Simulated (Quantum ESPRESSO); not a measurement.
Runs of Quantum ESPRESSO 7.5 on BaS. The structure is cubic, space group Fm-3m (No. 225). The conventional cell has a = 6.388 Å, b = 6.388 Å, c = 6.388 Å, α = 90.00°, β = 90.00°, γ = 90.00°. Ba (site symmetry m-3m) has 6 S at 3.19 Å as nearest neighbours. S (site symmetry m-3m) has 6 Ba at 3.19 Å as nearest neighbours. 

```tsv
task	level	potentials or basis	spin	cutoff (eV)	form of the LDA correlation	gap on the mesh (eV)	pressure (GPa)	V0 of scaled cells (Å³/atom)	B0 (GPa)
equation of state	rev-vdW-DF2	PseudoDojo 0.4.1 SR PBE standard	off	707	-	-	-	32.68	45
band structure	PBE	PseudoDojo 0.4 FR PBE standard	SOC, no magnetisation	707	-	2.16	1.1	-	-
equation of state	PBEsol	PseudoDojo 0.4.1 SR PBEsol standard	off	707	-	-	-	(c)	46
band structure	LDA	PseudoDojo 0.4.1 SR LDA standard	off	735	PW92	2.01	(b)	-	-
equation of state	LDA	PseudoDojo 0.4.1 SR LDA standard	off	735	PW92	-	-	31.03	50
band structure	PBEsol	PseudoDojo 0.4.1 SR PBEsol standard	off	707	-	(a)	-0.9	-	-
```

Alike in all rows: cell as given; k mesh 7 × 7 × 7; smearing fermi-dirac 0.05 eV.

Q: Estimate the missing entries.

A: (a) 2.08; (b) -2.2; (c) 31.94.

Caveats: this release of the barium file is off (some runs); spin-orbit coupling is left out, which moves the levels of the heavy elements (some runs); the potentials were made for another functional, which shifts forces and pressure (some runs).

A k mesh can miss the band edges, and rows without SOC leave out spin-orbit coupling on Ba.
